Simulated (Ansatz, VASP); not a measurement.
# Two plane-wave programs on Ga

```
CELL_PARAMETERS angstrom
-1.36569 1.36569 2.27999
1.36569 -1.36569 2.27999
1.36569 1.36569 -2.27999
ATOMIC_POSITIONS crystal
Ga 0.00000 0.00000 0.00000
```

This isn't the form of Ga at room conditions, which is orthorhombic.

Alike in both runs: task single point; functional r2SCAN; k mesh 13 × 13 × 13; occupations fermi-dirac, width 0.05 eV; no spin polarisation.

|  | VASP | Ansatz |
| --- | --- | --- |
| version | VASP 6.6.1 | Ansatz 0.2.0 |
| potentials or method | VASP PAW PBE potentials, release 64 (Ga_d) | Ansatz PAW |
| plane-wave cutoff (eV) | 520 | 500 |
| valence electrons in the cell | 13 | 13 |

```csv
,VASP,Ansatz,Ansatz less VASP
gap on the k mesh at the Fermi level (eV),none,none,-
pressure (GPa),3.1,3.0,-0.05
largest component of the traceless stress (GPa),0.51,0.48,-0.030
```

A gap of «none» marks a metal or a gap that the smearing closes. The functional is the same, so the differences come from potentials, cutoffs and numerics.

Caveats: the PAW data sets were made with another functional, which shifts forces and pressure a little (VASP); the PAW data sets come from PBE, with cores solved anew for the run's functional, which leaves a small shift of forces and pressure (Ansatz).
